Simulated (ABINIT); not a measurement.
# Sb (Pm-3m) in ABINIT: single point with LDA

Aim: the single point of Sb with LDA.

All numbers are computed with ABINIT 10.8.3 (patched build); they aren't measurements. Logs are shortened: lines on timing, memory, paths and dates and some standing lists are left out, and cuts for length are marked. The log counts tension as positive stress, the text compression.

**1. The cell of the first run**

It takes space group Pm-3m (No. 221, cubic). Conventional cell: a = 4.453 Å, b = 4.453 Å, c = 4.453 Å, α = 90.00°, β = 90.00°, γ = 90.00°. Sb (site symmetry 4/mmm) is surrounded by 8 Sb at 3.15 Å.

The cell was built by a generator and needn't be a form met in nature.

**2. Single point, LDA, spin-orbit coupling, no magnetisation (cell squeezed)**

The input, run.abi:

```
# Pseudopotentials
pp_dirpath "./"
pseudos "Sb.hgh"

# Structure
acell 3*1.0
rprim
     8.4148546454     0.0000000000     0.0000000000
     0.0000000000     8.4148546454     0.0000000000
     0.0000000000     0.0000000000     8.4148546454
ntypat 1
znucl 51
natom 3
typat 1 1 1
xred
     0.5000000000     0.5000000000     0.0000000000
     0.5000000000     0.0000000000     0.5000000000
     0.0000000000     0.5000000000     0.5000000000
chkprim 0
chksymtnons 0
tolsym 1.0e-6

# Plane-wave basis
ecut 14.0

# k points
kptopt 1
ngkpt 4 4 4
nshiftk 1
shiftk 0.0 0.0 0.0

# Exchange and correlation
ixc 7

# Bands and occupations
nband 24
occopt 3
tsmear 0.00183747

# Spin
nspinor 2
nspden 1
so_psp 1*1

# SCF cycle
nstep 100
tolvrs 1.0e-10

# Output
iomode 3
prtwf 0
prtden 0
prteig 0
prtebands 0
enunit 2
```

Potentials or basis: HGH LDA.

Command:

```bash
abinit run.abi > log 2>&1
```

run.abo:

```text
.Version 10.8.3 of ABINIT
 Symmetries : space group Pm -3 m (#221); Bravais cP (primitive cubic)
================================================================================
 Values of the parameters that define the memory need of the present run
     intxc =       0    ionmov =       0      iscf =       7    lmnmax =       9
     lnmax =       9     mgfft =      30  mpssoang =       5    mqgrid =    3001
     natom =       3  nloc_mem =       1    nspden =       1   nspinor =       2
    nsppol =       1      nsym =      48    n1xccc =       0    ntypat =       1
    occopt =       3   xclevel =       1
       mpw =        1503          nfft =       27000          nkpt =          10
================================================================================
================================================================================

--------------------------------------------------------------------------------
------------- Echo of variables that govern the present computation ------------
--------------------------------------------------------------------------------
 -outvars: echo values of preprocessed input variables --------
            acell      1.0000000000E+00  1.0000000000E+00  1.0000000000E+00 Bohr
              amu      1.21753000E+02
          chkprim           0
      chksymtnons           0
             ecut      1.40000000E+01 Hartree
           enunit           2
              ixc           7
         kptrlatt        4    0    0      0    4    0      0    0    4
          kptrlen      3.36594186E+01
            natom           3
            nband          24
            ngfft          30      30      30
             nkpt          10
          nspinor           2
            nstep         100
             nsym          48
           ntypat           1
           occopt           3
           prtden           0
        prtebands           0
           prteig           0
            prtwf           0
            rprim      8.4148546454E+00  0.0000000000E+00  0.0000000000E+00
                       0.0000000000E+00  8.4148546454E+00  0.0000000000E+00
                       0.0000000000E+00  0.0000000000E+00  8.4148546454E+00
          spgroup         221
           tolsym      1.00000000E-06
           tolvrs      1.00000000E-10
           tsmear      1.83747000E-03 Hartree
            typat      1  1  1
           xangst      2.2264746542E+00  2.2264746542E+00  0.0000000000E+00
                       2.2264746542E+00  0.0000000000E+00  2.2264746542E+00
                       0.0000000000E+00  2.2264746542E+00  2.2264746542E+00
            xcart      4.2074273227E+00  4.2074273227E+00  0.0000000000E+00
                       4.2074273227E+00  0.0000000000E+00  4.2074273227E+00
                       0.0000000000E+00  4.2074273227E+00  4.2074273227E+00
             xred      5.0000000000E-01  5.0000000000E-01  0.0000000000E+00
                       5.0000000000E-01  0.0000000000E+00  5.0000000000E-01
                       0.0000000000E+00  5.0000000000E-01  5.0000000000E-01
            znucl       51.00000

================================================================================

 chkinp: Checking input parameters for consistency.

================================================================================
== DATASET  1 ==================================================================

--- !DatasetInfo
iteration_state: {dtset: 1, }
dimensions: {natom: 3, nkpt: 10, mband: 24, nsppol: 1, nspinor: 2, nspden: 1, mpw: 1503, }
cutoff_energies: {ecut:  14.0, pawecutdg:  -1.0, }
electrons: {nelect:   1.50000000E+01, charge:   0.00000000E+00, occopt:   3.00000000E+00, tsmear:   1.83747000E-03, }
meta: {optdriver: 0, ionmov: 0, optcell: 0, iscf: 7, paral_kgb: 0, }
...

 Exchange-correlation functional for the present dataset will be:
  LDA: Perdew-Wang 92 LSD fit to Ceperley-Alder data - ixc=7
  J.P.Perdew and Y.Wang, PRB 45, 13244 (1992)

 Real(R)+Recip(G) space primitive vectors, cartesian coordinates (Bohr,Bohr^-1):
 R(1)=  8.4148546  0.0000000  0.0000000  G(1)=  0.1188375  0.0000000  0.0000000
 R(2)=  0.0000000  8.4148546  0.0000000  G(2)=  0.0000000  0.1188375  0.0000000
 R(3)=  0.0000000  0.0000000  8.4148546  G(3)=  0.0000000  0.0000000  0.1188375
 Unit cell volume ucvol=  5.9585400E+02 bohr^3
 Angles (23,13,12)=  9.00000000E+01  9.00000000E+01  9.00000000E+01 degrees

 getcut: wavevector=  0.0000  0.0000  0.0000  ngfft=  30  30  30
         ecut(hartree)=     14.000   => boxcut(ratio)=   2.11663

--- Pseudopotential description ------------------------------------------------
- pspini: atom type   1  psp file is ./Sb.hgh
    3    1    2    0      2001   0.00000      pspcod,pspxc,lmax,lloc,mmax,r2well

 pspatm : COMMENT -
  the projectors are not normalized,
  so that the KB energies are not consistent with
  definition in PRB44, 8503 (1991).
  However, this does not influence the results obtained hereafter.

   1.46448049E+03                                ecore*ucvol(ha*bohr**3)
--------------------------------------------------------------------------------

================================================================================

--- !BeginCycle
iteration_state: {dtset: 1, }
solver: {iscf: 7, nstep: 100, nline: 4, wfoptalg: 0, }
tolerances: {tolvrs: 1.00E-10, }
...

     iter   Etot(hartree)      deltaE(h)  residm     vres2
 ETOT  1  -16.798220872627    -1.680E+01 2.156E-02 1.048E+01
 ETOT  2  -16.811638302319    -1.342E-02 1.426E-03 2.123E-01
 ETOT  3  -16.811735642940    -9.734E-05 6.340E-04 6.480E-03
 ETOT  4  -16.811736413088    -7.701E-07 4.050E-04 6.376E-04
 ETOT  5  -16.811736521474    -1.084E-07 1.583E-04 4.249E-06
 ETOT  6  -16.811736522512    -1.037E-09 2.922E-05 4.018E-08
 ETOT  7  -16.811736522522    -9.958E-12 9.678E-05 2.679E-10
 ETOT  8  -16.811736522522    -2.984E-13 1.061E-05 1.452E-12

 At SCF step    8       vres2   =  1.45E-12 < tolvrs=  1.00E-10 =>converged.

 Cartesian components of stress tensor (hartree/bohr^3)
  sigma(1 1)= -5.89026963E-05  sigma(3 2)=  0.00000000E+00
  sigma(2 2)= -5.89026963E-05  sigma(3 1)=  0.00000000E+00
  sigma(3 3)= -5.89026963E-05  sigma(2 1)=  0.00000000E+00

--- !ResultsGS
iteration_state: {dtset: 1, }
comment   : Summary of ground state results
lattice_vectors:
- [  8.4148546,   0.0000000,   0.0000000, ]
- [  0.0000000,   8.4148546,   0.0000000, ]
- [  0.0000000,   0.0000000,   8.4148546, ]
lattice_lengths: [   8.41485,    8.41485,    8.41485, ]
lattice_angles: [ 90.000,  90.000,  90.000, ] # degrees, (23, 13, 12)
lattice_volume:   5.9585400E+02
convergence: {deltae: -2.984E-13, res2:  1.452E-12, residm:  1.061E-05, diffor: null, }
etotal    :  -1.68117365E+01
entropy   :   0.00000000E+00
fermie    :   8.39155331E-02
cartesian_stress_tensor: # hartree/bohr^3
- [ -5.89026963E-05,   0.00000000E+00,   0.00000000E+00, ]
- [  0.00000000E+00,  -5.89026963E-05,   0.00000000E+00, ]
- [  0.00000000E+00,   0.00000000E+00,  -5.89026963E-05, ]
pressure_GPa:   1.7330E+00
xred      :
- [  5.0000E-01,   5.0000E-01,   0.0000E+00, Sb]
- [  5.0000E-01,   0.0000E+00,   5.0000E-01, Sb]
- [  0.0000E+00,   5.0000E-01,   5.0000E-01, Sb]
cartesian_forces: # hartree/bohr
- [ -0.00000000E+00,  -0.00000000E+00,  -0.00000000E+00, ]
- [ -0.00000000E+00,  -0.00000000E+00,  -0.00000000E+00, ]
- [ -0.00000000E+00,  -0.00000000E+00,  -0.00000000E+00, ]
force_length_stats: {min:   0.00000000E+00, max:   0.00000000E+00, mean:   0.00000000E+00, }
...

 Integrated electronic density in atomic spheres:
 ------------------------------------------------
 Atom  Sphere_radius  Integrated_density
    1        2.00000          1.51266793
    2        2.00000          1.51266793
    3        2.00000          1.51266793
================================================================================

 ----iterations are completed or convergence reached----

 Mean square residual over all n,k,spin=   11.687E-08; max=  10.612E-06
 reduced coordinates (array xred) for    3 atoms
       0.500000000000      0.500000000000      0.000000000000
       0.500000000000      0.000000000000      0.500000000000
       0.000000000000      0.500000000000      0.500000000000
 rms dE/dt=  0.0000E+00; max dE/dt=  0.0000E+00; dE/dt below (all hartree)
    1       0.000000000000      0.000000000000      0.000000000000
    2       0.000000000000      0.000000000000      0.000000000000
    3       0.000000000000      0.000000000000      0.000000000000

 cartesian coordinates (angstrom) at end:
    1      2.22647465419300     2.22647465419300     0.00000000000000
    2      2.22647465419300     0.00000000000000     2.22647465419300
    3      0.00000000000000     2.22647465419300     2.22647465419300

 cartesian forces (hartree/bohr) at end:
    1     -0.00000000000000    -0.00000000000000    -0.00000000000000
    2     -0.00000000000000    -0.00000000000000    -0.00000000000000
    3     -0.00000000000000    -0.00000000000000    -0.00000000000000
 frms,max,avg= 0.0000000E+00 0.0000000E+00   0.000E+00  0.000E+00  0.000E+00 h/b

 cartesian forces (eV/Angstrom) at end:
    1     -0.00000000000000    -0.00000000000000    -0.00000000000000
    2     -0.00000000000000    -0.00000000000000    -0.00000000000000
    3     -0.00000000000000    -0.00000000000000    -0.00000000000000
 frms,max,avg= 0.0000000E+00 0.0000000E+00   0.000E+00  0.000E+00  0.000E+00 e/A
 length scales=  1.000000000000  1.000000000000  1.000000000000 bohr
              =  0.529177210544  0.529177210544  0.529177210544 angstroms
 Fermi (or HOMO) energy (hartree) =   0.08392   Average Vxc (hartree)=  -0.32183
 Eigenvalues (hartree) for nkpt=  10  k points:
 kpt#   1, nband= 24, wtk=  0.01563, kpt=  0.0000  0.0000  0.0000 (reduced coord)
  -0.39843   -0.39843   -0.17397   -0.17397   -0.17397   -0.17397   -0.08296   -0.08296
  -0.08296   -0.08296   -0.07214   -0.07214    0.12965    0.12965    0.12965    0.12965
   0.13206    0.13206    0.14661    0.14661    0.20894    0.20894    0.24027    0.24027
      occupation numbers for kpt#   1
   1.00000    1.00000    1.00000    1.00000    1.00000    1.00000    1.00000    1.00000
   1.00000    1.00000    1.00000    1.00000    0.00000    0.00000    0.00000    0.00000
   0.00000    0.00000    0.00000    0.00000    0.00000    0.00000    0.00000    0.00000
 prteigrs : prtvol=0 or 1, do not print more k-points.

 Fermi (or HOMO) energy (eV) =   2.28346   Average Vxc (eV)=  -8.75742
 Eigenvalues (   eV  ) for nkpt=  10  k points:
 kpt#   1, nband= 24, wtk=  0.01563, kpt=  0.0000  0.0000  0.0000 (reduced coord)
 -10.84183  -10.84183   -4.73385   -4.73385   -4.73385   -4.73385   -2.25748   -2.25748
  -2.25748   -2.25748   -1.96316   -1.96316    3.52792    3.52792    3.52792    3.52792
   3.59354    3.59354    3.98939    3.98939    5.68553    5.68553    6.53804    6.53804
 prteigrs : prtvol=0 or 1, do not print more k-points.

--- !EnergyTerms
iteration_state     : {dtset: 1, }
comment             : Components of total free energy in Hartree
kinetic             :  5.36234300784076E+00
hartree             :  9.13634336937587E-01
xc                  : -4.20884686851402E+00
Ewald energy        : -1.78360502552943E+01
psp_core            :  2.45778413179290E+00
local_psp           : -3.95688411838954E+00
non_local_psp       :  4.57548238818741E-01
internal            : -1.68104715268079E+01
'-kT*entropy'       : -1.26499571394171E-03
total_energy        : -1.68117365225218E+01
total_energy_eV     : -4.57470655980007E+02
band_energy         : -1.79732831081825E+00
...

 Cartesian components of stress tensor (hartree/bohr^3)
  sigma(1 1)= -5.89026963E-05  sigma(3 2)=  0.00000000E+00
  sigma(2 2)= -5.89026963E-05  sigma(3 1)=  0.00000000E+00
  sigma(3 3)= -5.89026963E-05  sigma(2 1)=  0.00000000E+00

-Cartesian components of stress tensor (GPa)         [Pressure=  1.7330E+00 GPa]
- sigma(1 1)= -1.73297716E+00  sigma(3 2)=  0.00000000E+00
- sigma(2 2)= -1.73297716E+00  sigma(3 1)=  0.00000000E+00
- sigma(3 3)= -1.73297716E+00  sigma(2 1)=  0.00000000E+00

== END DATASET(S) ==============================================================
================================================================================

 -outvars: echo values of variables after computation  --------
            acell      1.0000000000E+00  1.0000000000E+00  1.0000000000E+00 Bohr
           etotal     -1.6811736523E+01
            fcart     -0.0000000000E+00 -0.0000000000E+00 -0.0000000000E+00
                      -0.0000000000E+00 -0.0000000000E+00 -0.0000000000E+00
                      -0.0000000000E+00 -0.0000000000E+00 -0.0000000000E+00
            rprim      8.4148546454E+00  0.0000000000E+00  0.0000000000E+00
                       0.0000000000E+00  8.4148546454E+00  0.0000000000E+00
                       0.0000000000E+00  0.0000000000E+00  8.4148546454E+00
           strten     -5.8902696329E-05 -5.8902696329E-05 -5.8902696329E-05
                       0.0000000000E+00  0.0000000000E+00  0.0000000000E+00
           xangst      2.2264746542E+00  2.2264746542E+00  0.0000000000E+00
                       2.2264746542E+00  0.0000000000E+00  2.2264746542E+00
                       0.0000000000E+00  2.2264746542E+00  2.2264746542E+00
             xred      5.0000000000E-01  5.0000000000E-01  0.0000000000E+00
                       5.0000000000E-01  0.0000000000E+00  5.0000000000E-01
                       0.0000000000E+00  5.0000000000E-01  5.0000000000E-01
 Calculation completed.
```

It took 16 s on 1 thread of Arm Neoverse V2, shared host; peak memory 0.06 GiB.

Results:

| Item | Value |
| --- | --- |
| Free energy | -457.4707 eV |
| Pressure | 1.7 GPa |
| Band gap on the k mesh | none (metal or under the smearing width) |
| Valence electrons inside the program's atomic spheres | Sb 1.51 (radii [1.0584] Å) |

Caveat: HGH potentials are hard and often keep d shells in the core, so these values are rough.
